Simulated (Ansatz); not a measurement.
Input, command and steps of an Ansatz relaxation.

```yaml
crystal:
  lattice:
    - [0.0, 3.320356239, 3.320356239]
    - [3.320356239, 0.0, 3.320356239]
    - [3.320356239, 3.320356239, 0.0]
  atoms:
    - { symbol: Sn, position: [0.0, 0.0, 0.0] }
    - { symbol: Sn, position: [0.25, 0.25, 0.25] }
    - { symbol: O, position: [0.625, 0.625, 0.625] }
    - { symbol: O, position: [0.125, 0.625, 0.625] }
    - { symbol: O, position: [0.625, 0.625, 0.125] }
    - { symbol: O, position: [0.625, 0.125, 0.625] }
basis:
  ecutwfc: 420
kpoints:
  mp_grid: { grid: [4, 4, 4] }
hamiltonian:
  xc: pbe
scf:
  occupations: { method: gaussian, width: 0.1 }
  lower_state_search: "off"
output:
  forces: true
  stress: true
  eigenvalues: true
relax:
  adjacent_minimum: "off"
  f_tol: 0.04
  max_steps: 70
  cell: { stress_tol: 0.4 }
```

```bash
ansatz run input.yaml --threads 1 --pin off --max-ram 2560MiB --backend cpu --events-out ev --progress --plain --runs-dir out
```

Method: DFT PBE, scalar-relativistic, plane waves, PAW in Ansatz 0.2.0.

Of 4 frames 4 are shown, positions in Å and forces in eV/Å; the SCF threshold varies from step to step. Steps run on the plane waves of an earlier cell, with a Pulay correction in the pressure. The basis is chosen afresh for the last frame, the zero of the energies, and at times for earlier ones too; energy and pressure step there, also at an unchanged geometry. Here that happened at step 4 (-5 meV/atom, 0.5 GPa); the frames before carry an error of that size.

```xyz
6
Lattice="0.0000 3.3204 3.3204 3.3204 0.0000 3.3204 3.3204 3.3204 0.0000" Properties=species:S:1:pos:R:3:forces:R:3 pbc="T T T" step=1 free_energy_over_end_meV_per_atom=14.58 pressure_GPa=6.65
Sn    0.0000    0.0000    0.0000    0.0000    0.0000    0.0000
Sn    1.6602    1.6602    1.6602    0.0000    0.0000    0.0000
O     4.1504    4.1504    4.1504    0.0000    0.0000    0.0000
O     4.1504    2.4903    2.4903    0.0000    0.0000    0.0000
O     2.4903    2.4903    4.1504    0.0000    0.0000    0.0000
O     2.4903    4.1504    2.4903    0.0000    0.0000    0.0000
6
Lattice="0.0000 3.4219 3.4219 3.4219 0.0000 3.4219 3.4219 3.4219 0.0000" Properties=species:S:1:pos:R:3:forces:R:3 pbc="T T T" step=2 free_energy_over_end_meV_per_atom=13.68 pressure_GPa=-4.02
Sn    0.0000    0.0000    0.0000    0.0000    0.0000    0.0000
Sn    1.7109    1.7109    1.7109    0.0000    0.0000    0.0000
O     4.2773    4.2773    4.2773    0.0000    0.0000    0.0000
O     4.2773    2.5664    2.5664    0.0000    0.0000    0.0000
O     2.5664    2.5664    4.2773    0.0000    0.0000    0.0000
O     2.5664    4.2773    2.5664    0.0000    0.0000    0.0000
6
Lattice="0.0000 3.3822 3.3822 3.3822 0.0000 3.3822 3.3822 3.3822 0.0000" Properties=species:S:1:pos:R:3:forces:R:3 pbc="T T T" step=3 free_energy_over_end_meV_per_atom=5.08 pressure_GPa=-0.31
Sn    0.0000    0.0000    0.0000    0.0000    0.0000    0.0000
Sn    1.6911    1.6911    1.6911    0.0000    0.0000    0.0000
O     4.2277    4.2277    4.2277    0.0000    0.0000    0.0000
O     4.2277    2.5366    2.5366    0.0000    0.0000    0.0000
O     2.5366    2.5366    4.2277    0.0000    0.0000    0.0000
O     2.5366    4.2277    2.5366    0.0000    0.0000    0.0000
6
Lattice="0.0000 3.3822 3.3822 3.3822 0.0000 3.3822 3.3822 3.3822 0.0000" Properties=species:S:1:pos:R:3:forces:R:3 pbc="T T T" step=4 free_energy_over_end_meV_per_atom=0.00 pressure_GPa=0.21
Sn    0.0000    0.0000    0.0000    0.0000    0.0000    0.0000
Sn    1.6911    1.6911    1.6911    0.0000    0.0000    0.0000
O     4.2277    4.2277    4.2277    0.0000    0.0000    0.0000
O     4.2277    2.5366    2.5366    0.0000    0.0000    0.0000
O     2.5366    2.5366    4.2277    0.0000    0.0000    0.0000
O     2.5366    4.2277    2.5366    0.0000    0.0000    0.0000
```

The start puts this composition into another compound's structure type, which needn't suit it. At the end the space group is Fd-3m (tolerance 0.05 Å).

The run took 6.2 s on 1 thread of Arm Neoverse V1, with other jobs on the host, peak memory 0.32 GiB.

The k mesh is coarse.